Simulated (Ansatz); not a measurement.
Input, command and steps of an Ansatz relaxation.

```yaml
crystal:
  lattice:
    - [2.8944517826, 0.0, 0.0]
    - [-1.4472258913, 2.5066687737, 0.0]
    - [0.0, 0.0, 2.8417284105]
  atoms:
    - { symbol: Ta, position: [0.3333333333, 0.6666666667, 0.5] }
    - { symbol: "N", position: [0.0, 0.0, 0.0] }
basis:
  ecutwfc: 420
kpoints:
  mp_grid: { grid: [18, 18, 14] }
hamiltonian:
  xc: pbesol
scf:
  occupations: { method: gaussian, width: 0.1 }
output:
  forces: true
  stress: true
  eigenvalues: true
  write_density: true
  write_potential: true
  elf: true
  volumetric_format: npy
relax:
  adjacent_minimum: "off"
  f_tol: 0.01
  max_steps: 30
  cell: { stress_tol: 0.1, fix: [volume] }
```

```bash
ansatz run input.yaml --threads 1 --pin off --max-ram 2560MiB --backend cpu --events-out ev --progress --plain --runs-dir out
```

Level of theory: DFT PBEsol, scalar-relativistic, plane waves, PAW in Ansatz 0.2.0.

The volume is held at 0.97 times that of the relaxed cell.

Of 4 frames 3 are shown, positions in Å and forces in eV/Å; the SCF threshold varies from step to step. Steps run on the plane waves of an earlier cell, with a Pulay correction in the pressure. The basis is chosen afresh for the last frame, the zero of the energies, and at times for earlier ones too; energy and pressure step there, also at an unchanged geometry. The mark taken_back stands on steps that the optimiser undid.

```xyz
2
Lattice="2.8945 0.0000 0.0000 -1.4472 2.5067 0.0000 0.0000 0.0000 2.8417" Properties=species:S:1:pos:R:3:forces:R:3 pbc="T T T" step=1 free_energy_over_end_meV_per_atom=0.06 pressure_GPa=11.84
Ta    0.0000    1.6711    1.4209    0.0000    0.0000    0.0000
N     0.0000    0.0000    0.0000    0.0000    0.0000    0.0000
2
Lattice="2.8890 0.0000 0.0000 -1.4445 2.5019 0.0000 0.0000 0.0000 2.8525" Properties=species:S:1:pos:R:3:forces:R:3 pbc="T T T" step=2 free_energy_over_end_meV_per_atom=0.21 pressure_GPa=11.67 taken_back
Ta    0.0000    1.6680    1.4263    0.0000    0.0000    0.0000
N     0.0000    0.0000    0.0000    0.0000    0.0000    0.0000
2
Lattice="2.8926 0.0000 0.0000 -1.4463 2.5050 0.0000 0.0000 0.0000 2.8455" Properties=species:S:1:pos:R:3:forces:R:3 pbc="T T T" step=4 free_energy_over_end_meV_per_atom=0.00 pressure_GPa=11.78
Ta    0.0000    1.6700    1.4227    0.0000    0.0000    0.0000
N     0.0000    0.0000    0.0000    0.0000    0.0000    0.0000
```

Time: 18 s on 1 thread of Intel(R) Xeon(R) 6975P-C (Granite Rapids) (shared host), peak memory 0.45 GiB.

Spin–orbit coupling is left out, which can shift energies with elements as heavy as these.